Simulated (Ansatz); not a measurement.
# Structure types of Cr at a series of pressures

All-electron LAPW in Ansatz 0.2.0 under PBE, scalar-relativistic, energies extrapolated to zero smearing, no spin–orbit coupling; the runs start ferromagnetic, and antiferromagnetic order wasn't tried. At each pressure a set of structure types was relaxed with symmetry kept. The table gives H = E + pV above the lowest type of that row in meV/atom (up to 5 of noise); a dash means not tried or turned into another type. Real phases may be missing from the set: fcc wasn't tried throughout, and may lie lower. k spacings are near 0.17 to 0.21 Å⁻¹, smearing 0.05 to 0.1 eV. Moments of the leading type: 0.00, 0.00, 0.00, 0.00, 0.00, 0.00, 0.00 μB/atom.

**Question.** Among bcc, hcp, beta tin, sc, simple hexagonal, diamond, which leads at 0.8, 29, 110, 190, 410, 670, 1200 GPa?

**Answer.** bcc at 0.8 GPa; bcc at 29 GPa; bcc at 110 GPa; bcc at 190 GPa; bcc at 410 GPa; bcc at 670 GPa; bcc at 1200 GPa.

| p (GPa) | V of the lowest (Å³/atom) | bcc | hcp | beta tin | sc | simple hexagonal | diamond |
| --- | --- | --- | --- | --- | --- | --- | --- |
| 0.8 | 11.52 | 0 | 409 | 741 | 1033 | 764 | – |
| 29 | 10.53 | 0 | 460 | 850 | 1206 | – | 2865 |
| 110 | 8.97 | 0 | 549 | 1019 | 1503 | 1022 | – |
| 190 | 8.09 | 0 | 588 | – | – | 1098 | 4648 |
| 410 | 6.73 | 0 | 575 | – | – | 1167 | 5926 |
| 670 | 5.85 | 0 | 451 | 1185 | 2160 | – | 7089 |
| 1200 | 4.84 | 0 | 129 | 1245 | 2552 | 1198 | – |
